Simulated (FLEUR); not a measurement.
**Al: band structure with LDA (Perdew-Zunger)**

The system is Al.

```
Al
1.0
     0.00000    2.02481    2.02481
     2.02481    0.00000    2.02481
     2.02481    2.02481    0.00000
Al
1
Direct
  0.00000 0.00000 0.00000
```

```
Program                  : FLEUR MaX-R8.1 (later development tree)
Task                     : band structure
Functional               : LDA (Perdew-Zunger)
Potentials or basis      : all-electron
Basis                    : FLAPW
Kmax                     : 3.8 1/bohr
k mesh                   : 11 × 11 × 11
Occupations              : fermi-dirac, width 0.05 eV
Spin                     : no spin polarisation
Gmax                     : 11.8 1/bohr
Muffin-tin radii         : Al 2.51 bohr
lmax                     : Al 10
Local orbitals a species : Al 4
Max iterations           : 60
Mixing factor            : 0.05
Mixer                    : Anderson
Mixer history            : 15
Density convergence      : 1e-05 me/bohr^3
```

```json
{
  "Band gap along the path": "none (metal or under the smearing width)",
  "Valence electrons inside the program's atomic spheres": "Al 9.85 (radii Al 2.51 bohr)"
}
```

Levels at the corners of the path, in eV from the Fermi level:
```csv
point,band 5,band 6,band 7,band 8,band 9
Γ,-11.07,12.52,12.52,12.52,13.86
X,-2.89,-1.63,5.29,5.49,5.49
W,-0.83,-0.83,0.21,0.94,15.69
K,-1.86,-1.34,-0.47,6.45,8.14
Γ,-11.07,12.52,12.52,12.52,13.86
L,-4.54,-4.41,11.18,11.18,11.39
U,-1.86,-1.34,-0.47,6.45,8.14
W,-0.83,-0.83,0.21,0.94,15.69
L,-4.54,-4.41,11.18,11.18,11.39
K,-1.86,-1.34,-0.47,6.45,8.14
U,-1.86,-1.34,-0.47,6.45,8.14
X,-2.89,-1.63,5.29,5.49,5.49
```

Core levels (eV from the Fermi level):
```csv
atom,levels
1 Al,1s1/2 -1499.3
```

Wall time 5.4 s on 1 thread of Intel(R) Xeon(R) Platinum 8488C (Sapphire Rapids) (shared host), peak memory 0.05 GiB.
